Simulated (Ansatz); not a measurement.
# MgS (P1) in Ansatz: convergence with xc grid

Aim: find how far xc grid must go before the results for MgS settle, at PBEsol. This setting moves, with any that are tied to it; all else stays.

All numbers are computed with Ansatz 0.2.0; they aren't measurements. Logs are shortened: lines on timing, memory, paths and dates and some standing lists are left out, and cuts for length are marked.

**1. The cell of the first run**

The typed cell holds 4 atoms: a = 4.035 Å, b = 4.035 Å, c = 6.432 Å, α = 90.00°, β = 90.00°, γ = 120.00°.

The cell comes from a database or a generator and needn't be the stable form of this composition.

The cell isn't the ideal one: atoms moved at random, drawn with an rms of 0.05 Å.

**2. With xc grid 1**

Contents of input.yaml:

```yaml
crystal:
  lattice:
    - [4.0346224068, 0.0, 0.0]
    - [-2.0173112034, 3.494085499, 0.0]
    - [0.0, 0.0, 6.43229418]
  atoms:
    - { symbol: S, position: [0.661704, 0.337466, 0.872345] }
    - { symbol: S, position: [0.336414, 0.664944, 0.371503] }
    - { symbol: Mg, position: [0.334058, 0.668633, 0.997507] }
    - { symbol: Mg, position: [0.664455, 0.325347, 0.500851] }
hamiltonian:
  xc: pbesol
  pseudopotentials: { kind: paw }
kpoints:
  mp_grid: { grid: [6, 6, 3] }
scf:
  occupations: { method: cold, width: 0.1 }
output:
  forces: true
  stress: true
  eigenvalues: true
basis:
  xc_grid: 1
```

Potentials or basis: Ansatz PAW.

The run is started by

```sh
> ansatz run input.yaml --threads 2 --pin off --max-ram 5632MiB --backend cpu --events-out ev --progress --plain --runs-dir out
```

Standard output:

```text
Warning: RAYON_NUM_THREADS=2 ignored (pool sized by the plan → 2); use --threads N
Engine: ansatz 0.2.0, aarch64-unknown-linux-gnu
Pseudopotentials: kind: paw
Pseudopotential: S, paw, valence charge 6, recommended cutoff 420 eV (normal), S.paw.azcp
Pseudopotential: Mg, paw, valence charge 10, recommended cutoff 420 eV (normal), Mg.paw.azcp
Functional definition: PBEsol
  exchange = pbesol_x
  correlation = pbesol_c
Crystal: 4 atoms, lattice volume = 90.678 Å³
Basis set: ecut = 420 eV, 1785 PW (Γ)
Bands: 20, of which v1, the nominal top of the filled ones, is band 16 counted from 1 (15 counted from 0)
Symmetry: 1 space group operations
Space group: P1 (ITA 1), of the structure as read, at distance tolerance 4.5e-5 Å
k-points: 56 of 108 (time reversal used)
Non-local potential: S, projectors of the file, l = 0: 2, l = 1: 2, l = 2: 2
Non-local potential: Mg, projectors of the file, l = 0: 3, l = 1: 2, l = 2: 1
PAW form: soft (Blöchl's): semilocal exchange-correlation on the pseudo side does not see the compensation charge
PAW frozen core: S, regenerated for the run's functional, and the local potential with it (the file was generated under x = pbe(κ = 0.804, μ = 0.2195149727645171), c = pbe(β = 0.06672455060314922))
PAW frozen core: Mg, regenerated for the run's functional, and the local potential with it (the file was generated under x = pbe(κ = 0.804, μ = 0.2195149727645171), c = pbe(β = 0.06672455060314922))
PAW one-centre angular grid: S, 110 points (default); XC on 64 Gauss nodes
PAW one-centre angular grid: Mg, 110 points (default); XC on 64 Gauss nodes
Initial density: superposition of atomic densities (neutral atoms: chi_scale 0, normalization atom), corrected by the library's trained network
Initial wavefunctions: pseudopotential atomic-orbital guess
Functional: x = pbesol(κ = 0.804, μ = 0.12345679012345678), c = pbesol(β = 0.046)
SCF iter   1: F=—  HF=-5599.543805 eV  |F-HF|=—  |Δ(HF+E_count)|=         —  Δρ=3.05e-3  dr2=1.45e-2  ethr=1.77e-3  ⟨swp⟩=5.7  Hψ=5197  notcnv=0
preconditioner: auto → Resta (q_TF=auto, 2.294 Å⁻¹)  ε∞=3.6  [insulator: Δε(μ)=3.313 eV  Ē_g=9.685 eV  σ=0.100 eV  W_gap=1.00  n_scr=22 (ndim 8)  ℏωp=15.6 eV  f_vac=0.036  D(μ)=-0.00/eV (n_scr^D=0)  ε∞_Penn≈3.6]
[... 10 lines left out ...]
Free energy (F): -5599.535602 eV
Harris-Foulkes:  -5599.535602 eV  (|F-HF|=3.69e-9)
Internal energy: -5599.535602 eV  (E = F + TS)
E sigma→0 (E₀):  -5599.535602 eV
Fermi energy:    4.858816 eV
Step filling:    the computed levels leave a gap of 3.3546 eV = 33.5 smearing widths at the electron count; against every level under it full and every level over it empty, smearing changes F+E_penalty+E_count by -3.16e-128 meV and its σ→0 estimate by -2.37e-123 meV
--- Per-component energies (eV) ---
  E_band       = -738.438612
  E_kinetic    = 367.498703
  E_local      = -3772.614336  (includes V_loc(G=0)·N_el)
  E_nonlocal   = 248.883561
  E_hartree    = 1366.066659
  E_xc         = -251.093659
  E_vxc        = -251.087658  (∫ρ·V_xc dr)
  E_paw        = -1730.803653  (= ΣΔE_a)
  E_vpaw       = -63.252551  (= ΣTr[D̂ρ^β])
  E_aug_tail   = -0.000002  (compensation charges beyond the density's cutoff)
  E_ewald      = -1827.714498
  E_core_change = 0.241623  (= ΣΔE_core)
  E_smearing   = 0.000000  (= −TS)
  E_closure    = 0.000000  (closes the sum)
  Σ components = -5599.535602   (vs F -5599.535602, Δ=0.00e0)
--- Forces (eV/Å), atoms counted from 1 ---
  atom   1  S      0.15548752    -0.05424769     0.33741753
  atom   2  S     -0.05235376    -0.09943406     0.33946681
  atom   3  Mg    -0.13690394     0.04082660    -0.23887329
  atom   4  Mg     0.03372074     0.11296115    -0.43735379
  max |Σ_I F_I| component: 6.57e-4 eV/Å
--- Stress (GPa, compression-positive) ---
       -1.070597      -0.362220      -0.130955
       -0.362220      -0.934671       0.199769
       -0.130955       0.199769       1.551820
  P = ⅓ Tr σ = -0.1511 GPa (-1.511 kbar)
--- Band table (eV; the first three rows and the last of 56) ---
  k-point 0: bands = ["-70.3473", "-70.3176", "-37.2934", "-37.2906", "-37.2902", "-37.2641", "-37.2619", "-37.2589", "-8.2126", "-7.4550", "-0.1336", "2.6270", "2.6845", "3.0700", "3.1027", "3.1108", "6.4654", "7.7712", "10.5670", "10.6240"]
  k-point 1: bands = ["-70.3473", "-70.3176", "-37.2934", "-37.2906", "-37.2901", "-37.2641", "-37.2619", "-37.2589", "-8.0480", "-7.6668", "0.4936", "1.9886", "2.7273", "2.7775", "2.9659", "3.0009", "7.4937", "7.9794", "10.5514", "10.5732"]
  k-point 2: bands = ["-70.3473", "-70.3176", "-37.2937", "-37.2908", "-37.2901", "-37.2642", "-37.2621", "-37.2590", "-8.0781", "-7.3914", "0.0806", "1.8702", "2.2750", "2.4499", "2.9909", "3.0396", "7.4341", "8.5245", "10.0490", "10.4169"]
  k-point 55: bands = ["-70.3473", "-70.3176", "-37.2939", "-37.2923", "-37.2900", "-37.2655", "-37.2622", "-37.2592", "-7.4715", "-7.3374", "-0.0096", "0.2509", "1.9447", "2.1545", "2.4756", "2.5503", "7.4620", "7.9295", "9.4334", "9.8138"]
```

Run time: 5 s. Hardware: 2 threads of Arm Neoverse V1, shared host; peak memory 0.38 GiB.

Results:

```
Free energy            : -5599.5356 eV
Pressure               : -0.2 GPa
Largest force          : 0.453 eV/Å
Band gap on the k mesh : 3.35 eV, direct
```

**3. With xc grid 2**

Edit input.yaml of step 2 so:

```diff
@@ -22,2 +22,2 @@
 basis:
-  xc_grid: 1
+  xc_grid: 2
```

Potentials or basis: Ansatz PAW.

The run is started by

```sh
> ansatz run input.yaml --threads 2 --pin off --max-ram 5632MiB --backend cpu --events-out ev --progress --plain --runs-dir out
```

Run time: 5 s. Hardware: 2 threads of Arm Neoverse V1, shared host; peak memory 0.39 GiB.

Results:

- Free energy: -5599.5356 eV
- Pressure: -0.2 GPa
- Largest force: 0.453 eV/Å
- Band gap on the k mesh: 3.35 eV, direct

**4. With xc grid 3**

Edit input.yaml of step 3 so:

```diff
@@ -22,2 +22,2 @@
 basis:
-  xc_grid: 2
+  xc_grid: 3
```

The run is started by

```sh
> ansatz run input.yaml --threads 2 --pin off --max-ram 5632MiB --backend cpu --events-out ev --progress --plain --runs-dir out
```

It took 5.2 s on 2 threads of Arm Neoverse V1, shared host; peak memory 0.41 GiB.

The run converged. Its results:

- Free energy: -5599.5356 eV
- Pressure: -0.2 GPa
- Largest force: 0.453 eV/Å
- Band gap on the k mesh: 3.35 eV, direct

**5. With xc grid 4**

Edit input.yaml of step 4 so:

```diff
@@ -22,2 +22,2 @@
 basis:
-  xc_grid: 3
+  xc_grid: 4
```

The run is started by

```sh
> ansatz run input.yaml --threads 2 --pin off --max-ram 5632MiB --backend cpu --events-out ev --progress --plain --runs-dir out
```

Wall time 5.6 s (2 threads of Arm Neoverse V1, shared host); peak memory 0.45 GiB.

It converged, with:

* Free energy: -5599.5356 eV
* Pressure: -0.2 GPa
* Largest force: 0.453 eV/Å
* Band gap on the k mesh: 3.35 eV, direct

**6. With xc grid 5**

Edit input.yaml of step 5 so:

```diff
@@ -22,2 +22,2 @@
 basis:
-  xc_grid: 4
+  xc_grid: 5
```

Potentials or basis: Ansatz PAW.

The run is started by

```sh
> ansatz run input.yaml --threads 2 --pin off --max-ram 5632MiB --backend cpu --events-out ev --progress --plain --runs-dir out
```

Run time: 6.2 s. Hardware: 2 threads of Arm Neoverse V1, shared host; peak memory 0.54 GiB.

Results (log left out):

| Item | Value |
| --- | --- |
| Free energy | -5599.5356 eV |
| Pressure | -0.2 GPa |
| Largest force | 0.453 eV/Å |
| Band gap on the k mesh | 3.35 eV, direct |

**7. The series at a glance**

```tsv
xc grid	energy less the tightest run, at zero smearing (meV/atom)	SCF cycles	CPU time (s)	peak memory (GiB)
1	-0.01	7	9.7	0.38
2	0.00	7	9.9	0.39
3	0.00	7	10	0.41
4	0.00	7	11	0.45
5	0.00	7	12	0.54
```

Against the tightest run, the energy stays within 1 meV/atom from 1 on. The tightest run that finished is the yardstick and may itself not be fully converged.

Caveats: odd divisions of the mesh miss points on the zone boundary, where band edges often lie, so the gap on the mesh can be too wide; the PAW data sets come from PBE, with cores solved anew for the run's functional, which leaves a small shift of forces and pressure.
